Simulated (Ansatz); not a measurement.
Zinc-blende InN (metastable phase) was calculated with PBE (Ansatz, a quantum-chemistry and plane-wave program, plane waves, PAW).

Run with plane-wave cutoff 520 eV, 24×24×24 k mesh, Fermi–Dirac smearing 0.05 eV, perturbation theory, scalar-relativistic PAW data made under PBE.

Computed at the level's own relaxed cell.

Harmonic phonon frequencies (cm⁻¹; i marks an imaginary mode; at Γ without the LO shift):

```csv
q point,frequencies
Γ,0 0 0 433 433 433
X,114 114 221 489 489 541
L,81 81 217 457 457 546
W,(withheld)
```

Complete the blanks.


- W, frequencies: 125 147 194 496 511 529

No imaginary mode appears at these points.

Note: the solid has no gap at this level, which affects its response.
